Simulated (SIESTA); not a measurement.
The system is Sb.

```xyz
1
Lattice="3.1600 0.0000 0.0000 0.0000 3.1600 0.0000 0.0000 0.0000 3.1600" Properties=species:S:1:pos:R:3 pbc="T T T"
Sb    0.0000    0.0000    0.0000
```

This isn't the form of Sb at room conditions, which is rhombohedral.

* Program: SIESTA 5.4.2
* Task: relaxation of cell and atoms
* Functional: AM05
* Potentials or basis: PseudoDojo 0.4 standard (PBEsol files)
* Basis: DZP (energy shift 0.003 Ry; two zetas on semicore shells)
* Grid cutoff: 500 Ry
* Energy shift: 0.003 Ry
* k mesh: 8 × 8 × 8
* Occupations: fermi-dirac, width 0.05 eV
* Spin: no spin polarisation

At the start: pressure -3.8 GPa; volume 31.55 Å³/atom.

Task: Where does the relaxation end?

Result: Over 4 steps the energy falls by 28.2 meV/atom and the volume is 29.34 Å³/atom (-7.0 %); space group Pm-3m (No. 221, to 0.05 Å).

Step by step:
```tsv
step	energy change (eV)	largest force (eV/Å)	pressure (GPa)	volume (Å³)
1	0.0000	0.0000	-3.80	31.55
2	-0.0192	0.0000	-2.30	30.56
3	-0.0281	0.0000	0.28	29.20
4	-0.0282	0.0000	0.01	29.34
```

Final structure:
```cif
data_structure
_symmetry_space_group_name_H-M 'P 1'
_symmetry_Int_Tables_number 1
_cell_length_a 3.0842
_cell_length_b 3.0842
_cell_length_c 3.0842
_cell_angle_alpha 90.000
_cell_angle_beta 90.000
_cell_angle_gamma 90.000
_cell_volume 29.34
loop_
_atom_site_label
_atom_site_type_symbol
_atom_site_fract_x
_atom_site_fract_y
_atom_site_fract_z
_atom_site_occupancy
Sb1 Sb 0.00000 0.00000 0.00000 1
```

Caveat: the potentials were made for another functional, which shifts forces and pressure; the basis of atomic orbitals isn't converged, which shifts pressures, moduli and gaps.
